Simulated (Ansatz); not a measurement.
CaO in the rocksalt structure

Method: PBE, scalar-relativistic; no spin polarisation; PAW, 420 eV, Γ-centred 12×12×12 mesh, 0.05 eV Gaussian smearing; code Ansatz. The datasets are Ansatz's generated set soft_2.

```xyz
2
Lattice="0.0000 2.4154 2.4154 2.4154 0.0000 2.4154 2.4154 2.4154 0.0000" Properties=species:S:1:pos:R:3 pbc="T T T"
Ca    2.4154    2.4154    2.4154
O     0.0000    0.0000    0.0000
```

The compound is reported in the structure type of the start.

The cell is relaxed to zero pressure at this level.

The cell has space group Fm-3m (read at 0.01 Å). In it the stress is 0.00, 0.00, 0.00, 0.00, 0.00, 0.00 GPa and the largest force component 0.000 eV/Å. Each change below starts from this cell, without further relaxation. Stress is in GPa, positive in compression, in the order xx, yy, zz, yz, xz, xy; energies are counted from the cell above.

Problem. What happens when atom 1 (Ca) is moved by 0.05 Å along y?

Solution. The energy changes by 3.5 meV per cell, and the force on it along the shift is -0.140 eV/Å (−F/u = 2.79 eV/Å²). Stress: -0.02, 0.33, -0.02, 0.00, 0.00, 0.00.
```
atom  Fx (eV/Å)      Fy     Fz
 Ca1      0.000  -0.140  0.000
  O2      0.000   0.140  0.000
```
In a harmonic crystal the energy would rise by −½F·u = ½ × 2.79 × 0.05² eV = 3.5 meV, which matches.

Problem. One atom was moved along a Cartesian axis, and these forces appeared. Which atom, and about how far?
```
atom  Fx (eV/Å)     Fy     Fz
 Ca1      0.707  0.000  0.000
  O2     -0.707  0.000  0.000
```

Solution. Atom 2 (O) is moved by 0.20 Å along x; the energy changes by 62.7 meV per cell. Moving the other atom the opposite way is the same thing.

Problem. What stress follows from an engineering strain of -2 % in xy, atoms carried along?

Solution. 0.01, 0.01, -0.03, 0.00, 0.00, 1.52 GPa; the energy changes by 2.7 meV per cell. The gap on the mesh goes from 3.66 eV to 3.62 eV.
The change of the stress over the strain gives a clamped-atom stiffness of about 76 GPa for this component.
In a harmonic crystal the energy would rise by V(½Cε² − σ₀ε), with σ₀ the stress of the unstrained cell, = 2.7 meV, which matches.

Problem. What stress follows from an engineering strain of -1 % in yy, atoms carried along?

Solution. 0.59, 2.14, 0.59, 0.00, 0.00, 0.00 GPa; the energy changes by 1.9 meV per cell. The gap on the mesh goes from 3.66 eV to 3.62 eV.
The change of the stress over the strain gives a clamped-atom stiffness of about 215 GPa for this component, a secant value that lies under the elastic constant in tension and over it in compression, by several per cent for each per cent of strain.
In a harmonic crystal the energy would rise by V(½Cε² − σ₀ε), with σ₀ the stress of the unstrained cell, = 1.9 meV, which matches.

Problem. All atoms and the cell are disturbed at random:
```xyz
2
Lattice="0.0472 2.3940 2.4539 2.4527 0.0189 2.4823 2.4434 2.4130 0.0282" Properties=species:S:1:pos:R:3 pbc="T T T"
Ca    2.4702    2.2386    2.4959
O     0.0015    0.1744   -0.0137
```
Give the energy change, the stress and the forces.

Solution. 286.9 meV per cell; stress -1.42, 19.83, -2.65, 0.23, -1.63, -0.99 GPa. The gap on the mesh goes from 3.66 eV to 3.87 eV.
```tsv
atom	Fx (eV/Å)	Fy	Fz
Ca1	0.015	2.042	-0.031
O2	-0.015	-2.042	0.031
```

Problem. All atoms and the cell are disturbed at random:
```
CELL_PARAMETERS angstrom
-0.00064 2.45340 2.45348
2.41668 0.04355 2.40929
2.42199 2.41453 0.03823
ATOMIC_POSITIONS crystal
Ca 0.48508 0.50389 0.51518
O 0.01492 0.99611 0.98482
```
Give the energy change, the stress and the forces.

Solution. 23.6 meV per cell; stress 0.82, 0.19, 0.59, -2.59, 0.27, -0.14 GPa.
```
atom  Fx (eV/Å)     Fy      Fz
 Ca1     -0.258  0.000   0.149
  O2      0.258  0.000  -0.149
```

Kohn–Sham gaps of semilocal functionals lie under measured ones, often by a third or more.
